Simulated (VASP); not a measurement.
# Co (P6_3/mmc) in VASP: notebook

Aim: see how the results for Co move with the level of theory and the settings. Levels: LDA, PBE, PBEsol. Tasks: relaxation of cell and atoms.

Program: VASP 6.6.1. These are calculated values, not measurements. Logs are shortened: lines on timing, memory, paths and dates and some standing lists are left out, and cuts for length are marked.

## (1) Starting point

The structure is hexagonal, space group P6_3/mmc (No. 194). The conventional cell has a = 2.507 Å, b = 2.507 Å, c = 4.070 Å, α = 90.00°, β = 90.00°, γ = 120.00°. Around Co (site symmetry -6m2) lie 12 Co at 2.50 to 2.51 Å.

## (2) Relaxation of cell and atoms, LDA, collinear spin, ferromagnetic start

Input file INCAR:

```
PREC = Accurate
ENCUT = 600
EDIFF = 1E-6
ISMEAR = 1
SIGMA = 0.1
LREAL = False
LASPH = True
NELM = 150
ALGO = Normal
ISIF = 3
LWAVE = False
LCHARG = False
ISPIN = 2
MAGMOM = 3 3
LORBIT = 11
LMAXMIX = 4
GGA = CA
IBRION = 2
NSW = 90
EDIFFG = -0.01
AMIX = 0.2
BMIX = 1E-4
AMIX_MAG = 0.8
BMIX_MAG = 1E-4
```

Input file KPOINTS:

```
Automatic mesh
0
Gamma
  18 18 9
```

Input file POSCAR:

```
Co
1.0
    2.5074000000      0.0000000000      0.0000000000
   -1.2537000000      2.1714721000      0.0000000000
    0.0000000000      0.0000000000      4.0699000000
Co
2
Direct
    0.3333333300      0.6666666700      0.2500000000
    0.6666666700      0.3333333300      0.7500000000
```

Potentials or basis: VASP PAW LDA potentials, release 64 (Co).

On the command line:

```bash
$ cat potpaw_LDA.64/Co/POTCAR > POTCAR
$ mpirun -np 1 vasp_std > vasp.out
```

OUTCAR:

```text
PREC = Accurate
   ENCUT = 600
   EDIFF = 1E-6
   ISMEAR = 1
   LREAL = False
   LASPH = True
   NELM = 150
   ISIF = 3
   ISPIN = 2
   LORBIT = 11
   GGA = CA
   IBRION = 2
   NSW = 90
   EDIFFG = -0.01
   AMIX = 0.2
   AMIX_MAG = 0.8

 ion  position               nearest neighbor table
   1  0.333  0.667  0.250-   2 2.50   2 2.50   2 2.50   2 2.50   2 2.50   2 2.50
   2  0.667  0.333  0.750-   1 2.50   1 2.50   1 2.50   1 2.50   1 2.50   1 2.50

  LATTYP: Found a hexagonal cell.
 ALAT       =     2.5074000000
 C/A-ratio  =     1.6231554598

  Lattice vectors:

 A1 = (   2.5074000000,   0.0000000000,   0.0000000000)
 A2 = (  -1.2537000000,   2.1714721000,   0.0000000000)
 A3 = (   0.0000000000,   0.0000000000,   4.0699000000)

Analysis of symmetry for initial positions (statically):
=====================================================================
 Subroutine PRICEL returns:
 Original cell was already a primitive cell.

 Routine SETGRP: Setting up the symmetry group for a
 hexagonal supercell.

 Subroutine GETGRP returns: Found 24 space group operations
 (whereof 12 operations were pure point group operations)
 out of a pool of 24 trial point group operations.

The static configuration has the point symmetry D_3d.
 The point group associated with its full space group is D_6h.

Analysis of symmetry for dynamics (positions and initial velocities):
=====================================================================
 Subroutine PRICEL returns:
 Original cell was already a primitive cell.

 Routine SETGRP: Setting up the symmetry group for a
 hexagonal supercell.

 Subroutine GETGRP returns: Found 24 space group operations
 (whereof 12 operations were pure point group operations)
 out of a pool of 24 trial point group operations.

The dynamic configuration has the point symmetry D_3d.
 The point group associated with its full space group is D_6h.

Analysis of structural, dynamic, and magnetic symmetry:
=====================================================================
 Subroutine PRICEL returns:
 Original cell was already a primitive cell.

 Routine SETGRP: Setting up the symmetry group for a
 hexagonal supercell.

 Subroutine GETGRP returns: Found 24 space group operations
 (whereof 12 operations were pure point group operations)
 out of a pool of 24 trial point group operations.

The overall configuration has the point symmetry D_3d.
 The point group associated with its full space group is D_6h.

 Subroutine INISYM returns: Found 24 space group operations
 (whereof 12 operations are pure point group operations),
 and found     1 'primitive' translations

----------------------------------------------------------------------------------------

                                     Primitive cell

  volume of cell :      22.1596

  direct lattice vectors                    reciprocal lattice vectors
     2.507400000  0.000000000  0.000000000     0.398819494  0.230258542  0.000000000
    -1.253700000  2.171472100  0.000000000     0.000000000  0.460517084  0.000000000
     0.000000000  0.000000000  4.069900000     0.000000000  0.000000000  0.245706283

  length of vectors
     2.507400000  2.507400002  4.069900000     0.460517085  0.460517084  0.245706283

  position of ions in fractional coordinates (direct lattice)
     0.333333330  0.666666670  0.250000000
     0.666666670  0.333333330  0.750000000

  ion indices of the primitive-cell ions
   primitive index   ion index
                 1           1
                 2           2

----------------------------------------------------------------------------------------

 KPOINTS: Automatic mesh

Automatic generation of k-mesh.
 Grid dimensions read from file:
 generate k-points for:   18   18    9

 Generating k-lattice:

  Cartesian coordinates                     Fractional coordinates (reciprocal lattice)
     0.022156639  0.012792141  0.000000000     0.055555556 -0.000000000  0.000000000
     0.000000000  0.025584282  0.000000000     0.000000000  0.055555556  0.000000000
     0.000000000  0.000000000  0.027300698     0.000000000  0.000000000  0.111111111

  Length of vectors
     0.025584282  0.025584282  0.027300698

  Shift w.r.t. Gamma in fractional coordinates (k-lattice)
     0.000000000  0.000000000  0.000000000

 Subroutine IBZKPT returns following result:
 ===========================================

 Found    185 irreducible k-points:

 Following reciprocal coordinates:
            Coordinates               Weight
  0.000000  0.000000  0.000000      1.000000
  0.055556  0.000000  0.000000      6.000000
  0.111111  0.000000  0.000000      6.000000
  0.166667  0.000000  0.000000      6.000000
  0.222222 -0.000000  0.000000      6.000000
  0.277778  0.000000  0.000000      6.000000
[... 16 lines left out ...]
  0.333333  0.111111  0.000000     12.000000
  0.388889  0.111111  0.000000     12.000000
 [... further k-points ...]
   k-points           NKPTS =    185   k-points in BZ     NKDIM =    185   number of bands    NBANDS=     16
   number of dos      NEDOS =    301   number of ions     NIONS =      2
   total plane-waves  NPLWV =  14400
   dimension x,y,z NGX =    20 NGY =   20 NGZ =   36
   dimension x,y,z NGXF=    40 NGYF=   40 NGZF=   72
   ions per type =               2
   NGX,Y,Z   is equivalent  to a cutoff of  13.26, 13.26, 14.71 a.u.
   NGXF,Y,Z  is equivalent  to a cutoff of  26.52, 26.52, 29.41 a.u.
 SYSTEM =  unknown system
   PREC   = accura    normal or accurate (medium, high low for compatibility)
   ISTART =      0    job   : 0-new  1-cont  2-samecut
   ICHARG =      2    charge: 1-file 2-atom 10-const
   ISPIN  =      2    spin polarized calculation?
   LNONCOLLINEAR =      F non collinear calculations
   LSORBIT =      F    spin-orbit coupling
   LASPH  =      T    aspherical Exc in radial PAW
   ENCUT  =  600.0 eV  44.10 Ry    6.64 a.u.   5.01  5.01  8.13*2*pi/ulx,y,z
   NELM   =    150;   NELMIN=  2; NELMDL= -5     # of ELM steps
   EDIFF  = 0.1E-05   stopping-criterion for ELM
   LREAL  =      F    real-space projection
   EDIFFG = -.1E-01   stopping-criterion for IOM
   NSW    =     90    number of steps for IOM
   IBRION =      2    ionic relax: 0-MD 1-quasi-New 2-CG
   NFREE  =      1    steps in history (QN), initial steepest desc. (CG)
   ISIF   =      3    stress and relaxation
   ISYM   =      2    0-nonsym 1-usesym 2-fastsym
   POTIM  = 0.5000    time-step for ionic-motion
   TEBEG  =    0.0;   TEEND  =   0.0 temperature during run
   PSTRESS=    0.0 pullay stress
   NELECT =      18.0000    total number of electrons
   NUPDOWN=      -1.0000    fix difference up-down
   EMIN   =  10.00;   EMAX   =-10.00  energy-range for DOS
   EFERMI =   0.00;   METHOD = LEGACY
   ISMEAR =     1;   SIGMA  =   0.10  broadening in eV -4-tet -1-fermi 0-gaus
   EFERMI_NEDOS =   21; number of points for ismear=-14 and -15
   IALGO  =     38    algorithm
   IMIX   =      4    mixing-type and parameters
     AMIX     =   0.20;   BMIX     =  0.00
     AMIX_MAG =   0.80;   BMIX_MAG =  0.00
  volume/ion in A,a.u.               =      11.08        74.77
  Fermi-wavevector in a.u.,A,eV,Ry     =   1.527490  2.886538 31.745475  2.333227
  Thomas-Fermi vector in A             =   2.635379
   LORBIT       =     11    0 simple, 1 ext, 2 COOP (PROOUT), +10 PAW based schemes
   GGA     = CA    functional components
   LHFCALC =     F    Hartree Fock is set to
   AEXX    =    0.0000 exact exchange contribution
   IVDW    =     0    specifies the selected vdW correction
   LEPSILON=     F    determine dielectric tensor
   LRPA    =     F    only Hartree local field effects (RPA)
 conjugate gradient relaxation of ions
 spin polarized calculation
 Methfessel and Paxton  Order N= 1 SIGMA  =   0.10
  energy-cutoff  :      600.00
  volume of cell :       22.16
 maximum number of plane-waves:       762
 NGX is ok and might be reduce to    20
   NGX =  9   NGY =  9   NGZ = 17

--------------------------------------- Ionic step        1  -------------------------------------------

 number of electron      17.9999999 magnetization       3.1243595

 Free energy of the ion-electron system (eV)
  ---------------------------------------------------
  ext. energy  EPLUGINS =         0.00000000
  ---------------------------------------------------
  free energy    TOTEN  =       -16.07975452 eV

  energy without entropy =      -16.07938452  energy(sigma->0) =      -16.07963118

 E-fermi :   9.5960     XC(G=0): -13.6147

 val. band max:        9.5946187685   @ k =   0.1111   0.1111   0.0000
 cond. band min:       9.5960907921   @ k =   0.1667   0.0000   0.2222
 fundamental gap:      0.0014720236
 Fermi energy:         9.5960084348

 spin component 1

 k-point     1 :       0.0000    0.0000    0.0000
  band No.  band energies     occupation
      1       0.8277      1.00000
      2       4.6523      1.00000
      3       7.1575      1.00000
      4       7.2048      1.00000
      5       7.2048      1.00000
      6       7.5070      1.00000
[... 8 lines left out ...]
     15      33.7575      0.00000
     16      33.7575      0.00000
[... 1171 lines left out ...]
 POSITION                                       TOTAL-FORCE (eV/Angst)
 -----------------------------------------------------------------------------------
     -0.00000      1.40100      0.97818        -0.000000      0.000000      0.000000
      1.21330      0.70050      2.93454         0.000000     -0.000000      0.000000
 -----------------------------------------------------------------------------------
    total drift:                                0.000000     -0.000000     -0.000000

  FREE ENERGIE OF THE ION-ELECTRON SYSTEM (eV)
  ---------------------------------------------------
  free  energy   TOTEN  =       -16.2508822284 eV

  energy  without entropy=      -16.2503951532  energy(sigma->0) =      -16.25071987

--------------------------------------- Ionic step        9  -------------------------------------------

 number of electron      18.0000007 magnetization       3.0207041

 Free energy of the ion-electron system (eV)
  ---------------------------------------------------
  ext. energy  EPLUGINS =         0.00000000
  ---------------------------------------------------
  free energy    TOTEN  =       -16.25088367 eV

  energy without entropy =      -16.25040022  energy(sigma->0) =      -16.25072252

 E-fermi :  11.1172     XC(G=0): -14.2353

 val. band max:       11.1152334518   @ k =   0.3333   0.1111   0.4444
 cond. band min:      11.1236271159   @ k =   0.0556   0.0556   0.2222
 fundamental gap:      0.0083936641
 Fermi energy:        11.1171656758

 spin component 1

 k-point     1 :       0.0000    0.0000    0.0000
  band No.  band energies     occupation
      1       1.7499      1.00000
      2       5.6828      1.00000
      3       8.5693      1.00000
      4       8.5806      1.00000
      5       8.5806      1.00000
      6       8.9498      1.00000
[... 8 lines left out ...]
     15      37.1189      0.00000
     16      37.1479      0.00000
[... 919 lines left out ...]
 POSITION                                       TOTAL-FORCE (eV/Angst)
 -----------------------------------------------------------------------------------
     -0.00000      1.40101      0.97839         0.000000     -0.000000      0.000000
      1.21331      0.70050      2.93518        -0.000000      0.000000      0.000000
 -----------------------------------------------------------------------------------
    total drift:                                0.000000     -0.000000     -0.000000

  FREE ENERGIE OF THE ION-ELECTRON SYSTEM (eV)
  ---------------------------------------------------
  free  energy   TOTEN  =       -16.2508836660 eV

  energy  without entropy=      -16.2504002178  energy(sigma->0) =      -16.25072252

 reached required accuracy - stopping structural energy minimisation

 total charge

# of ion       s       p       d       tot
------------------------------------------
    1        0.525   0.592   7.340   8.458
    2        0.525   0.592   7.340   8.458
--------------------------------------------------
tot          1.050   1.185  14.681  16.915

 magnetization (x)

# of ion       s       p       d       tot
------------------------------------------
    1       -0.013  -0.039   1.554   1.503
    2       -0.013  -0.039   1.554   1.503
--------------------------------------------------
tot         -0.026  -0.077   3.108   3.005
```

It took 4.7 min on 1 thread of Intel Xeon 6975P-C (Granite Rapids), shared host; peak memory 0.25 GiB.

Results:

| Property | Result |
| --- | --- |
| Free energy | -16.2509 eV |
| Relaxed volume | 9.98 Å³/atom |
| Relaxed cell | a = 2.427 Å, b = 2.427 Å, c = 3.914 Å, α = 90.00°, β = 90.00°, γ = 120.00° |
| Space group after relaxing (to 0.05 Å) | P6_3/mmc (No. 194) |
| Energy gained by relaxing | 85.6 meV/atom |
| Ionic steps | 9 |
| Pressure after relaxing | -0.1 GPa |
| Band gap on the k mesh | none (metal or under the smearing width) |
| Net moment | 3.02 μB per cell |
| Site moments | Co +1.50 μB |
| Valence electrons inside the program's atomic spheres | Co 8.46 |

The path:
```csv
step,energy change (eV),largest force (eV/Å),pressure (GPa),volume (Å³)
1,0.0000,0.0000,-22.56,22.16
2,0.1263,0.0000,40.38,17.52
3,-0.1704,0.0000,-1.48,20.07
4,-0.1709,0.0000,-0.25,19.96
5,-0.1709,0.0000,0.45,19.92
6,-0.1711,0.0000,-0.41,19.99
7,-0.1711,0.0000,-0.19,19.98
8,-0.1711,0.0000,0.15,19.95
9,-0.1711,0.0000,-0.12,19.96
```

Final structure:
```yaml
crystal:
  lattice:
    - [2.42661, 0.00000, 0.00000]
    - [-1.21331, 2.10151, 0.00000]
    - [0.00000, 0.00000, 3.91357]
  atoms:
    - { symbol: Co, position: [0.33333, 0.66667, 0.25000] }
    - { symbol: Co, position: [0.66667, 0.33333, 0.75000] }
```

Levels at points of the mesh, in eV from the Fermi level:
Spin up:
```
           k point  band 8  band 9  band 10  band 11  band 12  band 13
(0.00, 0.00, 0.00)   -1.77   -1.77    -0.48    -0.48    -0.04     7.30
(0.50, 0.00, 0.00)   -0.35   -0.21    -0.17     1.70     3.88    10.45
```
Spin down:
| k point | band 5 | band 6 | band 7 | band 8 | band 9 | band 10 |
| --- | --- | --- | --- | --- | --- | --- |
| (0.00, 0.00, 0.00) | -1.15 | -0.74 | -0.74 | -0.28 | -0.28 | 0.14 |
| (0.50, 0.00, 0.00) | -1.34 | -1.17 | -0.72 | 1.25 | 1.40 | 1.44 |

(Continued in part 2 of 3.)
